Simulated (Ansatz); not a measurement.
Two Ansatz runs on PbS

The cell is COD entry 9000001, as deposited and not checked against the literature; nothing was relaxed.

First run: DFT, PBE, PAW with Ansatz's default frozen-core files, fully relativistic files with spin-orbit coupling (Ansatz 0.2.0).

Command: `ansatz run input.yaml --threads 1 --pin off --max-ram 2048MiB --backend cpu --events-out ev --progress --plain --runs-dir out` The run took about 17 s on 1 thread of a shared machine.

```yaml
crystal:
  lattice:
    - [0.0, 2.965, 2.965]
    - [2.965, 0.0, 2.965]
    - [2.965, 2.965, 0.0]
  atoms:
    - { symbol: Pb, position: [0.0, 0.0, 0.0] }
    - { symbol: S, position: [0.5, 0.5, 0.5] }
kpoints:
  mp_grid: { grid: [8, 8, 8] }
  band_path:
    path:
      - [0.0, 0.0, 0.0]
      - [0.5, 0.0, 0.5]
      - [0.625, 0.25, 0.625]
      - [0.375, 0.375, 0.75]
      - [0.0, 0.0, 0.0]
      - [0.5, 0.5, 0.5]
      - [0.5, 0.25, 0.75]
      - [0.5, 0.0, 0.5]
    npoints: 5
scf:
  occupations: { method: fermi_dirac, width: 0.01 }
hamiltonian:
  xc: pbe
  pseudopotentials: { kind: paw_fr }
output:
  forces: true
  stress: true
  eigenvalues: true
  efg: { contact_densities: true }
magnetization:
  noncollinear: true
  spin_orbit: true
```

Result: converged; pressure 1.76 GPa; gap on the k mesh 0.09 eV; 6 SCF iterations.

The input is then changed:

```diff
@@ -23,5 +23,5 @@
   occupations: { method: fermi_dirac, width: 0.01 }
 hamiltonian:
-  xc: pbe
+  xc: rpbe
   pseudopotentials: { kind: paw_fr }
 output:
@@ -30,6 +30,12 @@
   eigenvalues: true
   efg: { contact_densities: true }
+  write_density: true
+  write_potential: true
+  elf: true
+  volumetric_format: npy
 magnetization:
   noncollinear: true
   spin_orbit: true
+basis:
+  ecutrho_ratio: 6
```

(1) What does the second run give?

## Answers

(1) It converged; pressure 3.79 GPa; a gap of under 0.03 eV on the k mesh; 8 SCF iterations.
